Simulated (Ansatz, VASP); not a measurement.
As in VASP and in Ansatz

```
As
1.0
     1.69177    0.97675    3.48577
    -1.69177    0.97675    3.48577
     0.00000   -1.95349    3.48577
As
2
Cartesian
  0.0000 0.0000 2.3795
  0.0000 0.0000 8.0779
```

Change from the starting cell: strain -0.1000 x Voigt [1, 1, 0, 0, 0, 0], atoms carried along.

Alike in both runs: task single point; functional PBEsol; k mesh 18 × 18 × 18; occupations gaussian, width 0.15 eV; no spin polarisation.

```csv
,VASP,Ansatz
version,VASP 6.6.1,Ansatz 0.2.0
potentials or method,"VASP PAW PBE potentials, release 64 (As)","scalar-relativistic, plane waves, PAW"
plane-wave cutoff (eV),520,420
valence electrons in the cell,10,30
```

```csv
,VASP,Ansatz,Ansatz less VASP
gap on the k mesh at the Fermi level (eV),none,none,-
pressure (GPa),28.4,27.1,-1.28
largest component of the traceless stress (GPa),5.36,5.30,-0.066
rms of the force components (eV/Å),1.365,1.256,-0.1089
```

Atom by atom the forces differ by 0.109 eV/Å (rms over components). A gap of «none» marks a metal or a gap that the smearing closes. With one functional, cell and mesh, what is left measures potentials, basis and numerics. The two sets of potentials don't hold the same shells in valence.

Caveats: so large a pressure means that the cell lies far from this level's equilibrium, or that cutoff or potentials fall short (VASP); the potentials were made for another functional, which shifts forces and pressure (VASP).
